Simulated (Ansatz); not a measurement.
Input and output of a single-point calculation on Ge, lonsdaleite (Ansatz, r2SCAN). The cell was relaxed with r2SCAN and then strained (epitaxial -1.5 % in the xy plane, free normal strain +0.40 %), with the atoms relaxed again with r2SCAN; k points keep the names of the unstrained zone.

input.yaml:
```yaml
crystal:
  lattice:
    - [3.9376509792, 0.0, 0.0]
    - [-1.9688254896, 3.4101057793, 0.0]
    - [0.0, 0.0, 6.6191530894]
  atoms:
    - { symbol: Ge, position: [0.3333333333, 0.6666666667, 0.0015787682] }
    - { symbol: Ge, position: [0.6666666667, 0.3333333333, 0.5015787682] }
    - { symbol: Ge, position: [0.3333333333, 0.6666666667, 0.3734212318] }
    - { symbol: Ge, position: [0.6666666667, 0.3333333333, 0.8734212318] }
kpoints:
  mp_grid: { grid: [12, 12, 4] }
  band_path:
    path:
      - [0.0, 0.0, 0.0]
      - [0.5, 0.0, 0.0]
      - [0.3333333333, 0.3333333333, 0.0]
      - [0.0, 0.0, 0.5]
      - [0.5, 0.0, 0.5]
      - [0.3333333333, 0.3333333333, 0.5]
      - [0.0, 0.0, -0.004395]
    npoints: 1
hamiltonian:
  xc: r2scan
scf:
  occupations: { method: fermi_dirac, width: 0.02 }
  n_extra_bands: 5
output:
  forces: true
  stress: true
  eigenvalues: true
  write_density: true
  write_potential: true
  elf: true
  volumetric_format: npy
```

Command: `ansatz run input.yaml --threads 2 --pin off --max-ram 2211MiB --backend cpu --events-out ev --progress --plain --runs-dir out`.

**Question.** It ran on 2 threads of Arm Neoverse N1, on a shared host, load about 0.9 per core. About how long did it take, and how much host memory at the peak?

**Answer.** About 25 s, with a peak of 0.66 GiB.

What the program printed (shortened):
```
Pseudopotential: Ge, paw, valence charge 14, recommended cutoff 500 eV (meta_gga)
Functional definition: r2SCAN
Crystal: 4 atoms, lattice volume = 88.881 Å³
Basis set: ecut = 500 eV, 2251 PW (Γ)
Bands: 33, of which v1, the nominal top of the filled ones, is band 28 counted from 1 (27 counted from 0)
Symmetry: 24 space group operations
Space group: P63/mmc (ITA 194)
k-points: 57 of 576
SCF 1 converged in 6 iterations: F = -17211.534108 eV  dr2 = 8.63e-9
Free energy (F): -17211.534108 eV
Fermi energy:    9.041468 eV
--- Per-component energies (eV) ---
  E_band       = -623.296471
  E_kinetic    = 445.575472
  E_local      = -9846.751897
  E_nonlocal   = 1680.814692
  E_hartree    = 4329.028398
  E_xc         = -277.155478
  E_vxc        = -272.641261
  E_paw        = -8137.066172
  E_vpaw       = -1303.616444
  E_vtau       = 15.264504
  E_ewald      = -5401.636118
  E_core_change = -4.343063
--- Forces (eV/Å), atoms counted from 1 ---
  atom   1  Ge      0.00000      0.00000      0.00370
  atom   2  Ge      0.00000      0.00000      0.00370
  atom   3  Ge      0.00000      0.00000    -0.00370
  atom   4  Ge      0.00000      0.00000    -0.00370
--- Stress (GPa, compression-positive) ---
        2.937635       0.000000       0.000000
        0.000000       2.937635       0.000000
        0.000000       0.000000       0.153045
  P = ⅓ Tr σ = 2.0094 GPa (20.094 kbar)
--- Band table (eV; the first three rows and the last of 57) ---
  k-point 0: bands = […, 0.6534, 7.1941, 7.1941, 8.4027, 8.8618, 8.8618, 9.2093, 9.2589, 11.1989, 11.1989, …]
  k-point 1: bands = […, 1.5943, 6.0902, 7.3659, 7.3659, 8.4890, 8.4890, 9.4049, 10.5935, 11.5874, 11.5874, …]
  k-point 2: bands = […, 3.6115, 3.6115, 7.8461, 7.8461, 7.8461, 7.8461, 9.9604, 9.9604, 12.3659, 12.3659, …]
  k-point 56: bands = […, 0.1501, 0.1501, 4.1028, 4.1028, 6.4088, 6.4088, 10.1554, 10.1554, 12.9794, 12.9794, …]
```

The rows of the band table are 0: (0, 0, 0) = Γ, 1: (0, 0, 1/4), 2: (0, 0, -1/2) = A, 56: (1/3, 1/3, -1/2) = H.

The file bands.tsv (bands near the Fermi energy, numbered from 0, rounded):
```tsv
# k_distance	band_23	band_24	band_25	band_26	band_27	band_28	band_29	band_30	band_31
# fermi_ev = 9.041468
# [0, 0, 0] at k_distance = 0.000000
# [0.5, 0, 0] at k_distance = 0.921260
# [0.3333333333, 0.3333333333, 0] at k_distance = 1.453149
# [0, 0, 0.5] at k_distance = 2.618006
# [0.5, 0, 0.5] at k_distance = 3.539265
# [0.3333333333, 0.3333333333, 0.5] at k_distance = 4.071155
# [0, 0, -0.004395] at k_distance = 5.237718
# levels_relative_to = fermi_ev
0.000	-1.847	-1.847	-0.639	-0.180	-0.180	0.168	0.217	2.157	2.157
0.921	-7.431	-5.249	-3.589	-3.370	-1.914	0.492	1.656	3.383	3.630
1.453	-8.296	-5.658	-4.061	-4.061	-3.837	1.193	4.532	4.532	5.370
2.618	-5.430	-1.195	-1.195	-1.195	-1.195	0.919	0.919	3.324	3.324
3.539	-8.599	-3.162	-3.162	-2.907	-2.907	0.391	0.391	2.017	2.017
4.071	-8.891	-4.939	-4.939	-2.633	-2.633	1.114	1.114	3.938	3.938
5.238	-1.847	-1.847	-0.641	-0.180	-0.180	0.168	0.220	2.158	2.158
```
In order the rows are Γ, M, K, A, L, H, (0, 0, -0.004).

Planar averages along the third cell vector, from rho_z.tsv and v_z.tsv (valence density with its augmentation; electrostatic potential energy of an electron, of which only differences have a meaning):
```
z (Å)  ρ (e/Å³)  v_es (eV)
 0.00     1.515       0.68
 0.26     0.852       2.87
 0.40     0.483       4.11
 0.66     0.193       6.92
 0.79     0.147       8.35
 1.06     0.111      10.22
 1.19     0.105      10.51
 1.46     0.113      10.09
 1.72     0.156       8.01
 1.85     0.209       6.55
 2.12     0.559       3.79
 2.25     0.967       2.58
 2.52     1.501       0.42
 2.78     0.893      -0.98
 2.91     0.779      -1.12
 3.18     1.320      -0.27
 3.31     1.515       0.68
 3.57     0.852       2.87
 3.71     0.483       4.11
 3.97     0.193       6.92
 4.24     0.124       9.52
 4.37     0.111      10.22
 4.63     0.106      10.47
 4.77     0.113      10.09
 5.03     0.156       8.01
 5.30     0.321       5.12
 5.43     0.559       3.79
 5.69     1.390       1.48
 5.82     1.501       0.42
 6.09     0.893      -0.98
 6.22     0.779      -1.12
 6.49     1.320      -0.27
```

With r2SCAN the gap is 0.35 eV and direct, at Γ. Edges are sought over the mesh and the listed points. The mean pressure at these positions is +2.01 GPa, compression counted positive.

Calculated for a static, non-magnetic cell.

Spin-orbit coupling is left out.
